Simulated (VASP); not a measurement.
Input of a VASP 6.6.1 run:

File INCAR:

```
ALGO = Normal
EDIFF = 1E-6
EDIFFG = -0.01
ENCUT = 600
IBRION = 2
ISIF = 3
ISMEAR = 0
KPAR = 2
LASPH = True
LATTICE_CONSTRAINTS = .TRUE. .TRUE. .FALSE.
LCHARG = False
LREAL = False
LWAVE = False
NELM = 80
NSW = 90
PREC = Accurate
SIGMA = 0.03
```

The input KPOINTS:

```
k-points
0
Gamma
  12 12 1
```

File POSCAR:

```
MoS2
1.0
    3.1690000000      0.0000000000      0.0000000000
   -1.5845000000      2.7444345000      0.0000000000
    0.0000000000      0.0000000000     21.1302960000
S Mo
2 1
Direct
    0.3333333300      0.6666666700      0.4259287200
    0.3333333300      0.6666666700      0.5740712800
    0.6666666700      0.3333333300      0.5000000000
```

Potentials or basis: VASP PAW LDA potentials, release 64 (S, Mo_sv).

The run is started by

```sh
$ cat potpaw_LDA.64/S/POTCAR potpaw_LDA.64/Mo_sv/POTCAR > POTCAR
$ mpirun -np 2 vasp_std > vasp.out
```

(1) Estimate the relaxed volume.

(2) What does it give for the band gap on the k mesh?

(3) Predict the space group after relaxing (to 0.05 Å).

Results:

(1) 59.45 Å³/atom.

(2) 1.86 eV, direct.

(3) P-6m2 (No. 187).
